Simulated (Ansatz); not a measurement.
Runs of Ansatz 0.2.0 on MgO. Symmetry: Fm-3m, No. 225, cubic system. Conventional cell: a = 4.194 Å, b = 4.194 Å, c = 4.194 Å, α = 90.00°, β = 90.00°, γ = 90.00°. Mg (site symmetry m-3m) has 6 O at 2.10 Å as nearest neighbours. Around O (site symmetry m-3m) lie 6 Mg at 2.10 Å. The cell is a database's computed one.

| task | level | potentials or basis | cell | k mesh | cutoff (eV) | smearing | basis error allowed | mesh quality | gap on the mesh (eV) | pressure (GPa) | relaxed volume (Å³/atom) |
| --- | --- | --- | --- | --- | --- | --- | --- | --- | --- | --- | --- |
| single point | PBE | all-electron LAPW, scalar-relativistic | as given | 7 × 7 × 7 | 265 | fermi-dirac 0.06 eV | 0.004 eV/atom | not flagged | 4.86 | 7.0 | - |
| relaxation of cell and atoms | revPBE+D4 | all-electron LAPW, scalar-relativistic | relaxed | 11 × 11 × 11 | - | fermi-dirac 0.05 eV | 0.001 eV/atom | not flagged | (a) | 0.0 | 9.43 |
| Born charges and dielectric tensor | PBE | all-electron PAW datasets made for the crystal | as given | 11 × 11 × 11 | 400 | fixed | - | not flagged | 4.86 | - | - |
| relaxation of cell and atoms | RPBE | all-electron LAPW, scalar-relativistic | relaxed | 11 × 11 × 11 | - | fermi-dirac 0.05 eV | 0.001 eV/atom | not flagged | (c) | 0.0 | 9.93 |
| single point | PBE | all-electron PAW datasets made for the crystal | as given | 6 × 6 × 6 | 360 | fermi-dirac 0.05 eV | - | coarse | 4.86 | 7.0 | - |
| single point | PBEsol | all-electron LAPW, scalar-relativistic | as given | 11 × 11 × 11 | 316 | fermi-dirac 0.05 eV | 0.001 eV/atom | not flagged | 4.76 | 2.4 | - |
| single point | HSE06 | all-electron PAW datasets made for the crystal | as given | 6 × 6 × 6 | 430 | fermi-dirac 0.05 eV | - | coarse | 6.61 | - | - |
| single point | PBE0 | all-electron PAW datasets made for the crystal | as given | 6 × 6 × 6 | 430 | gaussian 0.05 eV | - | coarse | 7.36 | - | - |
| phonons | PBE | all-electron LAPW, scalar-relativistic | as given | 8 × 8 × 8 | 339 | fermi-dirac 0.05 eV | 0.001 eV/atom | not flagged | 4.86 | - | - |
| single point | PBE | all-electron LAPW, scalar-relativistic | as given | 11 × 11 × 11 | 316 | fermi-dirac 0.05 eV | 0.001 eV/atom | not flagged | 4.86 | 7.0 | - |
| band structure | LDA | all-electron LAPW, scalar-relativistic | as given | 11 × 11 × 11 | 316 | fermi-dirac 0.05 eV | 0.001 eV/atom | not flagged | 4.78 | -3.9 | - |
| single point | RPBE | all-electron LAPW, scalar-relativistic | as given | 11 × 11 × 11 | 317 | gaussian 0.05 eV | 0.001 eV/atom | not flagged | (b) | 11.9 | - |

Alike in all rows: no spin polarisation.

Question: Fill in the values left out.

Answer: (a) 4.74; (b) 4.97; (c) 4.28.

Caveats: some runs use coarse meshes; an odd mesh through Γ misses points on the zone boundary, where band edges often lie (some runs); the program warned that the printed levels may be off, so bands, gaps and densities of states are rough (some runs).

Not every run made on this cell is shown here.
